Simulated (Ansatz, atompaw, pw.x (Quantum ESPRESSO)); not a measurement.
## iridium (Ir): one change to the PAW (atompaw) potential, in the atom and in the sc crystal

Ir (Z = 77), PAW, made with atompaw 4.2.0.5 (PBE, scalar-relativistic). Core [Xe] 4f14, reference 5d8 6s1 6p0. Waves: 6s (bound): rc 2.85 bohr; 6s channel at 0.45 Ry: rc 2.85 bohr; 6p (bound, empty): rc 2.85 bohr; 6p channel at 0.75 Ry: rc 2.70 bohr; 5d (bound): rc 2.40 bohr; 5d channel at 1.1 Ry: rc 2.40 bohr. Local part: troulliermartins scheme with l = 3 at 1 Ry, radius 2.65 bohr. Core correction: smooth core density matched at 2.45 bohr. Augmentation charge: besselshape compensation charge, radius 2.55 bohr; PAW radius 2.85 bohr; waves and projectors: custom rrkj vanderbiltortho.

Change: wave 5d channel at 1.1 Ry: rc 2.40 bohr becomes 5d channel at 1.1 Ry: rc 1.92 bohr.

Cutoffs, loose and tight: the cutoffs (Ry, on a coarse ladder) from which the occupation-weighted sum of valence levels, in a spherical-Bessel basis at the reference potential, stays within 10 and 1 mRy of its value at 400 Ry. They see the waves and projectors alone, not the compensation charge or the core.

Crystal test: sc Ir in pw.x 7.5, no spin, 13³ k-points, Fermi–Dirac smearing 0.01 Ry, cutoffs set for each file from its atomic test. The reference is all-electron LAPW (Ansatz 0.2.0) with the same functional, mesh and smearing; V0 and B0 come from Birch–Murnaghan fits to the pressures at five volumes. Errors are pseudo minus all-electron; Δ is the rms difference of the E(V) curves that follow from these fits, minima aligned, over ±6 % about the mean V0. Mesh and smearing are coarse, so the numbers serve the comparison and aren't converged zero-temperature values; the lattice is a test structure that the element need not adopt.

All-electron: a0 = 2.573 Å (V0 = 17.04 Å³/atom), B0 = 242.7 GPa.

Does the change bring the crystal closer to the all-electron result?

The mean pressure error goes from -1.52 to -0.93 GPa, so the change moves the solid closer to the all-electron pressures.

```
                 quantity       base    changed
           outcome (atom)  generated  generated
     cutoff, loose (atom)      18 Ry      18 Ry
     cutoff, tight (atom)      30 Ry      30 Ry
      bound ghosts (atom)       none       none
     cutoffs in pw.x (Ry)     40/400     40/400
                   a0 (Å)      2.568      2.570
             a0 error (%)      -0.21      -0.13
             B0 error (%)       +1.8       +1.3
             Δ (meV/atom)        5.6        3.4
mean pressure error (GPa)      -1.52      -0.93
```

Base: The largest radius (2.85 bohr) exceeds half the bond length (2.43 bohr), so the spheres overlap, which is one possible source of error among others. The logarithmic derivative shows an extra or strongly shifted pseudo pole above the reference energy (s near 0.82 Ry). Changed file: The largest radius (2.85 bohr) exceeds half the bond length (2.43 bohr), so the spheres overlap, which is one possible source of error among others. The logarithmic derivative shows an extra or strongly shifted pseudo pole above the reference energy (s near 0.82 Ry). The atomic cutoffs weigh occupied waves only.
